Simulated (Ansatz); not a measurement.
Crystal: Pt.

```xyz
1
Lattice="-1.5822 1.5850 1.5847 1.6029 -1.5798 1.6002 1.5675 1.5651 -1.5795" Properties=species:S:1:pos:R:3 pbc="T T T"
Pt    0.0000    0.0000    0.0000
```

This isn't the form of Pt at room conditions, which is fcc.

The cell isn't the ideal one: cell sheared at random, sigma 0.01, atoms nudged by 0.01 Å.

* Program: Ansatz 0.2.0
* Task: relaxation of cell and atoms
* Functional: HSE06
* Potentials or basis: Ansatz PAW
* Cutoff: 420 eV (not typed: the program's choice for these potentials)
* k mesh: 6 × 6 × 6
* Occupations: fermi-dirac, width 0.05 eV
* Spin: no spin polarisation

At the start: volume 15.90 Å³/atom.

Task: How do energy, volume and symmetry change on relaxing?

Result: It ends after 18 steps and the volume is 15.07 Å³/atom (-5.2 %); space group Immm (No. 71, to 0.05 Å).

The path:
| step | energy change (eV) | largest force (eV/Å) | volume (Å³) |
| --- | --- | --- | --- |
| 1 | 0.0000 | 0.0000 | 15.90 |
| 2 | -0.0191 | 0.0000 | 15.41 |
| 3 | -0.0197 | 0.0000 | 15.31 |
| 4 | -0.0199 | 0.0000 | 15.37 |
| 5 | -0.0201 | 0.0000 | 15.34 |
| 6 | -0.0252 | 0.0000 | 15.28 |
| 7 | -0.0942 | 0.0000 | 15.23 |
| 8 | -0.1697 | 0.0000 | 15.09 |
| 9 | -0.1741 | 0.0000 | 14.90 |
| 10 | -0.1804 | 0.0000 | 14.78 |
| 11 | -0.1888 | 0.0000 | 15.23 |
| 12 | -0.1907 | 0.0000 | 15.06 |
| 13 | -0.1910 | 0.0000 | 15.05 |
| 14 | -0.1910 | 0.0000 | 15.05 |
| 15 | -0.1953 | 0.0000 | 15.05 |
| 16 | -0.1963 | 0.0000 | 15.06 |
| 17 | -0.1964 | 0.0000 | 15.07 |
| 18 | -0.1965 | 0.0000 | 15.07 |

Final structure:
```xyz
1
Lattice="-1.3590 1.4838 1.8695 1.3551 -1.4845 1.8718 1.3596 1.4840 -1.8690" Properties=species:S:1:pos:R:3 pbc="T T T"
Pt    0.0000    0.0000    0.0000
```

Caveat: the k mesh is coarse (spacing up to 0.47 Å⁻¹), so the values aren't converged, least of all with exact exchange; the plane-wave basis is chosen anew once the cell has moved, so the energies of steps on either side of that aren't comparable; the PAW data sets come from PBE, with cores solved anew for the run's functional, which leaves a small shift of forces and pressure.
